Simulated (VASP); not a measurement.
# Li: restarted molecular dynamics, 2 variants

Li, Cmce (no. 64), 12 atoms in the cell. PBE, molecular dynamics; PAW potentials Li (PBE set).

| Restart from | Temperature at the end (K) | The same without a restart (K) | Potential energy at the end (eV/atom) | The same without a restart (eV/atom) | Electronic steps in the first step after the restart | Time (s) |
|---|---|---|---|---|---|---|
| CONTCAR with velocities, WAVECAR read | 307.0 | 307.0 | -1.79872 | -1.79872 | 4 | 94 |
| CONTCAR with velocities, no WAVECAR | 307.0 | 307.0 | -1.79872 | -1.79872 | 14 | 100 |

Limits: 60 fs of 12 atoms are too short for converged averages; the cell is only 5.3 Å across, so each atom moves in step with near copies of itself.

## Input of the first row

INCAR.step1:
```
SYSTEM = Li
GGA = PE ; PREC = Normal
ENCUT = 200 ; EDIFF = 1E-6
NELMIN = 4 ; NELM = 60
ALGO = Fast ; LREAL = Auto
LASPH = .TRUE. ; ISMEAR = -1
SIGMA = 0.05 ; ISYM = 0
LWAVE = .TRUE. ; LCHARG = .FALSE.
IBRION = 0 ; NSW = 30
POTIM = 1.0 ; TEBEG = 600
ISIF = 2 ; RANDOM_SEED = 969525 0 0
MDALGO = 2 ; SMASS = -3
KPAR = 2
```

INCAR.step2, as INCAR.step1 but for:
```
- LWAVE = .TRUE.
+ LWAVE = .FALSE.
```

KPOINTS:
```
k-points
0
Monkhorst-Pack
  2 2 2
```

POSCAR.step1:
```
Li
1.0
    8.0466170000     -2.7876780000      0.0000000000
    8.0466170000      2.7876780000      0.0000000000
    0.0000000000      0.0000000000      5.4068590000
Li
12
Direct
    0.9548210000      0.7180410000      0.2538710000
    0.7180410000      0.9548210000      0.7461290000
    0.2180410000      0.4548210000      0.7538710000
    0.4548210000      0.2180410000      0.2461290000
    0.0451790000      0.2819590000      0.7461290000
    0.2819590000      0.0451790000      0.2538710000
    0.7819590000      0.5451790000      0.2461290000
    0.5451790000      0.7819590000      0.7538710000
    0.7440470000      0.2559530000      0.9021910000
    0.2559530000      0.7440470000      0.0978090000
    0.7559530000      0.2440470000      0.4021910000
    0.2440470000      0.7559530000      0.5978090000
```

Commands (each step's output is kept before the next begins):
```
cat potpaw_PBE.64/Li/POTCAR > POTCAR
cp INCAR.step1 INCAR
cp POSCAR.step1 POSCAR
mpirun -np 2 vasp_std > vasp.out
cp CONTCAR POSCAR
cp INCAR.step2 INCAR
mpirun -np 2 vasp_std > vasp.out
```

Changes of the last row against the first:
```
(step 1)
- LWAVE = True
+ LWAVE = False
```

VASP 6.6.1 took 94 s on 2 cores (Intel Xeon Platinum 8488C (Sapphire Rapids)), a shared host.
